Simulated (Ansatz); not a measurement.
# Ti₃Al₅: an elastic constant from a strain scan

Theory: DFT PBEsol, scalar-relativistic, plane waves, PAW (Ansatz). The runs took a 420 eV cutoff, a Γ-centred 10×10×6 mesh and Gaussian smearing (0.15 eV). No spin polarisation. Energies are free energies at this smearing, counted from the undisturbed cell; pressure is positive in compression.

The starting cell (relaxed at this level; it needn't be the usual structure):

```
CELL_PARAMETERS angstrom
3.88544 0.00000 0.00000
0.00000 4.00179 0.00000
0.00000 0.00000 8.05244
ATOMIC_POSITIONS crystal
Ti 0.00000 0.50000 0.26461
Ti 0.00000 0.50000 0.73539
Ti 0.50000 0.50000 0.00000
Al 0.00000 0.00000 0.00000
Al 0.00000 0.00000 0.50000
Al 0.50000 0.50000 0.50000
Al 0.50000 0.00000 0.24170
Al 0.50000 0.00000 0.75830
```

The cell is strained by ε times the Voigt pattern (0, 0, 1, 0, 0, 0) (xx, yy, zz, yz, xz, xy; engineering shear) with fractional coordinates fixed. The cell holds 8 atoms in V0 = 125.20 Å³. The stress column is τ = (1/V0) dE/dε, got from the stress tensor σ (compression positive) at each point as −det(1 + εP) σ : P(1 + εP)⁻¹, with P the pattern as a tensor.

```
      ε  ΔE (meV/atom)  τ (GPa)
-0.0600         39.441  -13.863
-0.0450         21.847  -10.174
-0.0300          9.558   -6.624
-0.0150          2.355   -3.232
 0.0000          0.000   -0.014
 0.0150          2.223    3.015
 0.0300          8.735    5.838
 0.0450         19.229    8.450
 0.0525         25.874    9.677
 0.0600              ?        ?
```

Question: Which combination of elastic constants does this scan measure, and how large is it?

Answer: For small ε, τ = τ0 + Kε with K = pᵀCp, which for this pattern is C33 in the Cartesian frame shown. The parabola through τ at ε = -0.0150, 0 and 0.0150 has slope K = 208 GPa at zero. The energies per cell, E = NΔE, of the same two points give K = 2[E(ε₊)/ε₊ − E(ε₋)/ε₋]/[(ε₊ − ε₋)V0] = 208 GPa, in agreement. These are clamped-ion values.

Question: Predict the withheld row at ε = 0.0600 from the harmonic law, and compare.

Answer: ΔE = V0(τ0 ε + Kε²/2)/N = 36.535 meV/atom and τ = 12.48 GPa. The calculation gives 33.396 meV/atom and 10.85 GPa: the energy lies 9 % below the harmonic value, as bonds soften when stretched.

Forces appear on the atoms along this scan, and letting them relax would lower the energy and soften the response. In a metal these slopes depend on the k mesh and the smearing.

Cost: 10 runs of about 6 core-minutes in all, on Arm Neoverse V2 (shared hosts).